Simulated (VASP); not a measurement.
# Ta2N: N into a neighbouring N vacancy, part 2 of 4

Wanted: the minimum-energy path in Ta2N for this move: N into a neighbouring N vacancy. The start is a computed cell from the Materials Project.

VASP 6.6.1; PBE; plane waves and PAW (Ta, N).

So far. Step 2 (Relax the host): The run ended after 4 ionic steps, 0.004 eV below its first step, once forces and stress met EDIFFG = -0.02.

### 3. Relax the start

System of this step: Ta16N7. The cell holds 23 atoms: 16 Ta and 7 N. Cell: a = 6.224 Å, b = 6.224 Å, c = 9.668 Å, α = 90.0°, β = 90.0°, γ = 120.0°. It derives from Ta2N. Nearest the centre at fractional (0.000, 0.250, 0.000): Ta1 at 1.54 Å, Ta14 at 1.54 Å, N18 at 1.58 Å, Ta10 at 2.67 Å, N22 at 2.68 Å, Ta5 at 2.69 Å, Ta7 at 2.69 Å, Ta12 at 2.69 Å.

A path needs two true minima; the start is relaxed with symmetry off.

Contents of INCAR:

```
SYSTEM = Ta16N7
PREC = Normal
ENCUT = 400
EDIFF = 1E-05
NELM = 120
ISMEAR = 1
SIGMA = 0.15
LREAL = Auto
ALGO = Fast
GGA = PE
NBANDS = 80
LASPH = .TRUE.
LORBIT = 11
LWAVE = .FALSE.
LCHARG = .FALSE.
NCORE = 3
IBRION = 2
NSW = 60
ISIF = 2
EDIFFG = -0.05
POTIM = 0.4
MAXMIX = 40
ISYM = 0
```

Contents of POSCAR:

```
Ta16N7
1.0
    6.2235006920      0.0000000000      0.0000000000
   -3.1117503460      5.3897096996      0.0000000000
    0.0000000000      0.0000000000      9.6682365366
Ta N
16 7
Direct
    0.1693016648      0.3363821734      0.1282801849
    0.1641585934      0.3366929052      0.6285200166
    0.1660192993      0.8354897319      0.1283507982
    0.1676646325      0.8334388019      0.6287275797
    0.6639977179      0.3327288111      0.1265993067
    0.6686648339      0.3334807331      0.6269916483
    0.6636767144      0.8323789509      0.1276134762
    0.6681819719      0.8381353130      0.6296791727
    0.3211158212      0.1596569635      0.3720418283
    0.3323729621      0.1674594477      0.8728529256
    0.3380760444      0.6625402079      0.3716222421
    0.3410979208      0.6690664360      0.8737749995
    0.8286236913      0.1605510305      0.3727497895
    0.8314064501      0.1621122393      0.8709900241
    0.8313489316      0.6631609060      0.3722000828
    0.8337062063      0.6667987192      0.8713560371
    0.0035615439      0.0033069201      0.5006637163
   -0.0012719870      0.5027149970     -0.0010372937
    0.0008367119      0.4960228381      0.5018916939
    0.4976186105     -0.0046338262     -0.0006493417
    0.5006799981      0.0010122673      0.4979682166
    0.4968116245      0.5007406133     -0.0009655321
    0.5021660298      0.5028184061      0.4965892697
```

Contents of KPOINTS:

```
Automatic mesh
0
Gamma
3 3 2
0 0 0
```

Potentials, in the order of the species: Ta and N (PBE family, release 64).

Started as:

```
$ mpirun -np 3 vasp_std
```

Log:

```text
[banner, memory and clock lines left out]
running    3 mpi-ranks, on    1 nodes
 distrk:  each k-point on    3 cores,    1 groups
 distr:  one band on    3 cores,    1 groups

 POSCAR found type information on POSCAR TaN
 POSCAR found :  2 types and      23 ions
 LDA part: xc-table for (Slater+PW92), standard interpolation
 POSCAR, INCAR and KPOINTS ok, starting setup
 FFT: planning ... GRIDC
 FFT: planning ... GRID_SOFT
 FFT: planning ... GRID
 WAVECAR not read
 entering main loop
       N       E                     dE             d eps       ncg     rms          rms(c)
DAV:   1     0.322343630036E+03    0.32234E+03   -0.43913E+04  1600   0.103E+03
DAV:   2    -0.242794119555E+03   -0.56514E+03   -0.54226E+03  2040   0.221E+02
DAV:   3    -0.288497426393E+03   -0.45703E+02   -0.44428E+02  2152   0.606E+01
DAV:   4    -0.289802307339E+03   -0.13049E+01   -0.12871E+01  2136   0.103E+01
DAV:   5    -0.289843957559E+03   -0.41650E-01   -0.41512E-01  2224   0.160E+00    0.726E+01
RMM:   6    -0.267670903261E+03    0.22173E+02   -0.94877E+01  1612   0.227E+01    0.351E+01
RMM:   7    -0.265220633629E+03    0.24503E+01   -0.13257E+01  1601   0.107E+01    0.122E+01
RMM:   8    -0.265099814929E+03    0.12082E+00   -0.45872E+00  1635   0.524E+00    0.179E+00
RMM:   9    -0.265164531263E+03   -0.64716E-01   -0.11920E+00  1820   0.239E+00    0.106E+00
RMM:  10    -0.265154731692E+03    0.97996E-02   -0.14679E-01  1733   0.909E-01    0.526E-01
RMM:  11    -0.265155574288E+03   -0.84260E-03   -0.42362E-02  1665   0.520E-01    0.304E-01
RMM:  12    -0.265155090459E+03    0.48383E-03   -0.13906E-02  1866   0.269E-01    0.109E-01
RMM:  13    -0.265155437027E+03   -0.34657E-03   -0.41608E-03  1907   0.128E-01    0.110E-01
RMM:  14    -0.265155296093E+03    0.14093E-03   -0.43663E-04  1677   0.550E-02    0.608E-02
RMM:  15    -0.265155253062E+03    0.43031E-04   -0.80632E-04  1644   0.672E-02    0.225E-02
RMM:  16    -0.265155250657E+03    0.24050E-05   -0.86297E-05  1612   0.289E-02
   1 F= -.26515525E+03 E0= -.26515352E+03  d E =-.265155E+03
 curvature:   0.00 expect dE= 0.000E+00 dE for cont linesearch  0.000E+00
 trial: gam= 0.00000 g(F)=  0.359E+00 g(S)=  0.000E+00 ort = 0.000E+00 (trialstep = 0.100E+01)
 search vector abs. value=  0.359E+00
 bond charge predicted
       N       E                     dE             d eps       ncg     rms          rms(c)
DAV:   1    -0.265310565154E+03   -0.15531E+00   -0.32979E+01  1696   0.182E+01    0.206E+00
RMM:   2    -0.265381958456E+03   -0.71393E-01   -0.68587E-01  1635   0.242E+00    0.147E+00
RMM:   3    -0.265372413254E+03    0.95452E-02   -0.13371E-01  1823   0.911E-01    0.115E+00
RMM:   4    -0.265349418982E+03    0.22994E-01   -0.80887E-02  1645   0.706E-01    0.265E-01
RMM:   5    -0.265351212217E+03   -0.17932E-02   -0.27717E-02  1908   0.396E-01    0.112E-01
RMM:   6    -0.265351443479E+03   -0.23126E-03   -0.35727E-03  1780   0.146E-01    0.559E-02
RMM:   7    -0.265351487665E+03   -0.44186E-04   -0.97413E-04  2004   0.661E-02    0.442E-02
RMM:   8    -0.265351447086E+03    0.40579E-04   -0.13800E-04  1646   0.287E-02    0.170E-02
RMM:   9    -0.265351445457E+03    0.16283E-05   -0.42089E-05  1281   0.160E-02
   2 F= -.26535145E+03 E0= -.26535110E+03  d E =-.196195E+00
[...]
3 F= -.26535288E+03 E0= -.26535268E+03  d E =-.197628E+00
[...]
4 F= -.26537068E+03 E0= -.26537089E+03  d E =-.178009E-01
[...]
5 F= -.26537424E+03 E0= -.26537474E+03  d E =-.213598E-01
[...]
6 F= -.26537428E+03 E0= -.26537482E+03  d E =-.214029E-01
 curvature:  -0.93 expect dE=-0.461E-02 dE for cont linesearch -0.498E-06
 trial: gam= 0.20198 g(F)=  0.493E-02 g(S)=  0.000E+00 ort =-0.119E-03 (trialstep = 0.116E+01)
 search vector abs. value=  0.596E-02
 bond charge predicted
       N       E                     dE             d eps       ncg     rms          rms(c)
DAV:   1    -0.265377107737E+03   -0.28300E-02   -0.67923E-01  1616   0.262E+00    0.253E-01
RMM:   2    -0.265377853506E+03   -0.74577E-03   -0.94751E-03  1646   0.298E-01    0.204E-01
RMM:   3    -0.265378130855E+03   -0.27735E-03   -0.31570E-03  1879   0.134E-01    0.148E-01
RMM:   4    -0.265377885175E+03    0.24568E-03   -0.72458E-04  1682   0.713E-02    0.113E-01
RMM:   5    -0.265377876498E+03    0.86768E-05   -0.46578E-04  1792   0.483E-02    0.781E-02
RMM:   6    -0.265377866962E+03    0.95356E-05   -0.11268E-04  1674   0.255E-02    0.604E-02
RMM:   7    -0.265377839580E+03    0.27382E-04   -0.29723E-05  1157   0.145E-02    0.455E-02
RMM:   8    -0.265377826539E+03    0.13041E-04   -0.58423E-05  1390   0.174E-02    0.297E-02
RMM:   9    -0.265377822903E+03    0.36366E-05   -0.12144E-05  1004   0.967E-03
   7 F= -.26537782E+03 E0= -.26537844E+03  d E =-.354178E-02
 trial-energy change:   -0.003542  1 .order   -0.003517   -0.005689   -0.001346
 step:   1.5182(harm=  1.5182)  dis= 0.00783  next Energy=  -265.378007 (dE=-0.373E-02)
 reached required accuracy - stopping structural energy minimisation
```

Wall time 2.7 min (3 MPI ranks of AMD EPYC 7R43, shared host); peak memory 0.44 GiB; 8 min of CPU time.

Parts of OUTCAR (step 3):

```text
 Found     10 irreducible k-points:

   k-points           NKPTS =     10   k-points in BZ     NKDIM =     10   number of bands    NBANDS=     80

   dimension x,y,z NGX =    30 NGY =   30 NGZ =   48
   dimension x,y,z NGXF=    60 NGYF=   60 NGZF=   96

   ENCUT  =  400.0 eV  29.40 Ry    5.42 a.u.  10.15 10.15 15.77*2*pi/ulx,y,z

   NELECT =     115.0000    total number of electrons

 E-fermi :   7.3360

 k-point     1 :       0.0000    0.0000    0.0000
  band No.  band energies     occupation
    ...
     52       6.5444      2.00000
     53       6.7862      2.00000
     54       6.9268      2.00079
     55       6.9304      2.00089
     56       7.0649      2.02830
     57       7.4206      0.19378
     58       7.4299      0.13756
     59       7.6773     -0.00595
     60       7.8042     -0.00009
     61       7.8272     -0.00004
    ...

 k-point     2 :       0.3333   -0.0000    0.0000
  band No.  band energies     occupation
    ...
     54       6.3843      2.00000
     55       6.4557      2.00000
     56       7.0178      2.01059
     57       7.1061      2.05235
     58       7.3394      0.96206
     59       7.4898     -0.05508
     60       7.5018     -0.06575
     61       8.0236     -0.00000
     62       8.0861     -0.00000
     63       8.1537     -0.00000
    ...

  Total       -8.6807010     -8.6158262      0.0221937      0.0032592     -0.1927165      0.0368317
  in kB      -42.8862426    -42.5657341      0.1096460      0.0161020     -0.9520990      0.1819637
  external PRESSURE =     -28.4474435 kB  Pullay stress =       0.0000000 kB

  energy-cutoff  :      400.00
  volume of cell :      324.30
      direct lattice vectors                 reciprocal lattice vectors
     6.223500692  0.000000000  0.000000000     0.160681271  0.092769375  0.000000000
    -3.111750346  5.389709700  0.000000000     0.000000000  0.185538750  0.000000000
     0.000000000  0.000000000  9.668236537     0.000000000  0.000000000  0.103431479

 POSITION                                       TOTAL-FORCE (eV/Angst)
 -----------------------------------------------------------------------------------
     -0.00415      1.78528      1.23319         0.022177     -0.007030     -0.014888
     -0.00055      1.79513      6.04511         0.000133     -0.025684      0.011390
     -1.57463      4.50095      1.23073         0.028368     -0.015285     -0.000566
     -1.55722      4.48984      6.04496        -0.007538      0.000659      0.009931
      3.10794      1.79750      1.20199         0.013629     -0.003155     -0.018493
      3.11013      1.79539      6.07683         0.002692     -0.019506     -0.000067
      1.56614      4.49991      1.23262        -0.013702     -0.008021     -0.015273
      1.55582      4.49254      6.04476        -0.003002     -0.041424     -0.000848
      1.55202      0.89019      3.61844         0.009533      0.018884      0.007418
      1.53948      0.88746      8.43483         0.017675      0.030950      0.005613
      0.00213      3.58668      3.58738        -0.025392      0.022796      0.009463
     -0.00085      3.59236      8.46405        -0.008993     -0.000413      0.010628
      4.66680      0.89098      3.61947         0.004853      0.024648      0.000840
      4.68144      0.88897      8.43611        -0.035884      0.017537     -0.001391
      3.11292      3.58673      3.62225        -0.014495      0.024247     -0.018025
      3.10876      3.60860      8.43158         0.016119     -0.023956      0.024600
      3.10954      5.38674      4.83290         0.018215      0.001645      0.001113
      4.66531      2.69597      9.66715        -0.014957     -0.008994     -0.006569
      4.66936      2.69062      4.83286        -0.020064      0.002686     -0.006985
     -0.00235      5.38952      9.66758         0.000379     -0.003324     -0.003630
     -0.00336      5.38662      4.83169         0.022439      0.005858      0.004846
      1.55474      2.69558      9.66747        -0.019050     -0.013158     -0.004587
      1.55468      2.68984      4.83230         0.006865      0.020042      0.005480
 -----------------------------------------------------------------------------------
    total drift:                               -0.014036     -0.004360     -0.021865

  FREE ENERGIE OF THE ION-ELECTRON SYSTEM (eV)
  ---------------------------------------------------
  free  energy   TOTEN  =      -265.3778229027 eV

  energy  without entropy=     -265.3796802140  energy(sigma->0) =     -265.37844201

 total charge
# of ion       s       p       d       tot
------------------------------------------
    1        0.633   0.807   3.286   4.726
    2        0.619   0.875   3.406   4.900
    3        0.633   0.806   3.284   4.723
    4        0.619   0.874   3.406   4.899
    5        0.615   0.881   3.367   4.863
    6        0.615   0.854   3.380   4.849
    7        0.633   0.806   3.285   4.724
    8        0.619   0.874   3.406   4.898
    9        0.619   0.875   3.406   4.899
   10        0.633   0.805   3.283   4.721
   11        0.616   0.855   3.382   4.853
   12        0.615   0.881   3.367   4.862
   13        0.619   0.874   3.406   4.899
   14        0.633   0.805   3.283   4.721
   15        0.618   0.874   3.407   4.899
   16        0.633   0.806   3.283   4.722
   17        1.262   2.460   0.000   3.722
   18        1.261   2.453   0.000   3.714
   19        1.262   2.456   0.000   3.719
   20        1.261   2.453   0.000   3.714
   21        1.262   2.456   0.000   3.718
   22        1.261   2.453   0.000   3.714
   23        1.262   2.456   0.000   3.718
--------------------------------------------------
tot         18.802  30.739  53.636 103.177

[... 1 part as in an earlier step ...]

[... 7 further parts left out ...]
```

Relaxation path:

```csv
step,energy less that of the first step (eV),largest force (eV/Å)
1,0.0000,0.9950
2,-0.1962,0.3314
3,-0.1976,0.3206
4,-0.2154,0.1506
5,-0.2190,0.1464
6,-0.2190,0.1488
7,-0.2226,0.0415
```

The atoms that moved most (Å):

```csv
atom,dx,dy,dz,length
Ta9,0.050,0.030,0.021,0.062
Ta8,0.005,-0.025,-0.043,0.050
Ta12,-0.042,-0.014,0.016,0.047
Ta2,0.026,-0.020,-0.032,0.045
Ta11,-0.040,0.016,-0.006,0.044
N23,-0.006,-0.020,0.031,0.038
Ta4,-0.007,-0.002,-0.034,0.035
Ta13,0.009,0.026,0.016,0.031
```

The relaxed structure:

```
Ta N
1.0
     6.22350    0.00000    0.00000
    -3.11175    5.38971    0.00000
     0.00000    0.00000    9.66824
Ta N
16 7
Cartesian
  -0.0042 1.7853 1.2332
  -0.0005 1.7951 6.0451
  -1.5746 4.5009 1.2307
  -1.5572 4.4898 6.0450
  3.1079 1.7975 1.2020
  3.1101 1.7954 6.0768
  1.5661 4.4999 1.2326
  1.5558 4.4925 6.0448
  1.5520 0.8902 3.6184
  1.5395 0.8875 8.4348
  0.0021 3.5867 3.5874
  -0.0008 3.5924 8.4641
  4.6668 0.8910 3.6195
  4.6814 0.8890 8.4361
  3.1129 3.5867 3.6222
  3.1088 3.6086 8.4316
  -0.0022 -0.0030 4.8329
  -1.5582 2.6960 -0.0011
  -1.5541 2.6906 4.8329
  3.1094 -0.0002 -0.0007
  3.1084 -0.0031 4.8317
  1.5547 2.6956 -0.0008
  1.5547 2.6898 4.8323
```

Numbers from this step:

- electronic cycles: 54
- electrons: 115
- free energy (TOTEN): -265.3778 eV
- energy at zero smearing: -265.3784 eV
- Fermi energy: 7.336 eV

The run ended after 7 ionic steps, 0.223 eV below its first step, once the forces on the free atoms met EDIFFG = -0.05.

(Part 2 of 4 ends here.)

[Lines on the potential files, build, host, timing and source positions are cut from VASP's logs without a mark.]

[Logs are printed without paths, hosts, clocks, repeated set-up lines and the standing remarks that a program may print on its own settings, such as how far it seeks lower states.]

[Hosts, paths, dates, database ids (printed as entryN), source tags and the programs' standing remarks are cut or masked in the printed files.]

[Runs that stopped without an error message from VASP are left out.]
